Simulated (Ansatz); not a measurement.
Crystal: Al.

```
Al
1.0
     0.00000    2.02481    2.02481
     2.02481    0.00000    2.02481
     2.02481    2.02481    0.00000
Al
1
Cartesian
  0.0000 0.0000 0.0000
```

| Item | Value |
| --- | --- |
| Program | Ansatz 0.2.0 |
| Task | relaxation of cell and atoms |
| Functional | SVWN5 |
| Potentials or basis | Ansatz PAW |
| Cutoff | 420 eV (not typed: the program's choice for these potentials) |
| k mesh | 11 × 11 × 11 |
| Occupations | fermi-dirac, width 0.05 eV |
| Spin | no spin polarisation |

At the start: volume 16.60 Å³/atom.

**Question.** Where does the relaxation end?

**Answer.** It ends after 5 steps and the volume is 15.82 Å³/atom (-4.7 %); space group Fm-3m (No. 225, to 0.05 Å).

The path:
| step | energy change (eV) | largest force (eV/Å) | volume (Å³) |
| --- | --- | --- | --- |
| 1 | 0.0000 | 0.0000 | 16.60 |
| 2 | -0.0097 | 0.0000 | 15.70 |
| 3 | -0.0099 | 0.0000 | 15.83 |
| 4 | -0.0099 | 0.0000 | 15.82 |
| 5 | -0.0096 | 0.0000 | 15.82 |

Final structure:
```cif
data_structure
_symmetry_space_group_name_H-M 'P 1'
_symmetry_Int_Tables_number 1
_cell_length_a 2.8177
_cell_length_b 2.8177
_cell_length_c 2.8177
_cell_angle_alpha 60.000
_cell_angle_beta 60.000
_cell_angle_gamma 60.000
_cell_volume 15.82
loop_
_atom_site_label
_atom_site_type_symbol
_atom_site_fract_x
_atom_site_fract_y
_atom_site_fract_z
_atom_site_occupancy
Al1 Al 0.00000 0.00000 0.00000 1
```

The cell as given is a measured one (16.60 Å³/atom); SVWN5 puts the equilibrium volume -4.7 % from it, thermal expansion not counted.

Caveat: the plane-wave basis is chosen anew once the cell has moved, so the energies of steps on either side of that aren't comparable; the PAW data sets come from PBE, with cores solved anew for the run's functional, which leaves a small shift of forces and pressure.
